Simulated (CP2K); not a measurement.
Hf under changes of volume

One of the cells (21.882 Å³/atom); the others are scaled copies at fixed shape and fractional positions:

```xyz
1
Lattice="3.1396 0.0000 0.0000 1.5698 2.7189 0.0000 1.5698 0.9063 2.5634" Properties=species:S:1:pos:R:3 pbc="T T T"
Hf    0.0000    0.0000    0.0000
```

This isn't the form of Hf at room conditions, which is hcp.

```yaml
Program: CP2K 2026.2
Functional: PBEsol
Potentials_or_basis: POTENTIAL_UZH Hf GTH-PBE-q12; TZVP-MOLOPT-PBE-GTH basis
Density_cutoff: 6123 eV
k_mesh: 10 × 10 × 10
Occupations: fermi-dirac, width 0.05 eV
Spin: no spin polarisation
```

| volume (Å³/atom) | energy over the lowest point (meV/atom) | pressure (GPa) |
| --- | --- | --- |
| 20.569 | ? | ? |
| 21.007 | 8.50 | 4.1 |
| 21.444 | 1.02 | 1.6 |
| 21.882 | 0.00 | -0.7 |
| 22.320 | 4.93 | -2.7 |
| 22.757 | 15.13 | -4.5 |
| 23.195 | 30.08 | -6.1 |

Problem. What does the run at 20.569 Å³/atom give?

Solution. Energy over the lowest point 23.05 meV/atom; pressure 6.8 GPa.

Worked out: A Birch-Murnaghan fit of order 3 (a polynomial in V^(-2/3)) to the other rows has its minimum at 21.73 Å³/atom with B0 = V·E''(V) = 111 GPa and B' = 4.3. It gives 23.31 meV/atom at 20.569 Å³/atom, against the run's 23.05, and -dE/dV = 6.8 GPa, against 6.8.

Energies are extrapolated to zero smearing.

Caveats: the potentials were made for another functional, which shifts forces and pressure; the basis of atomic orbitals isn't converged, which shifts pressures, moduli and gaps.
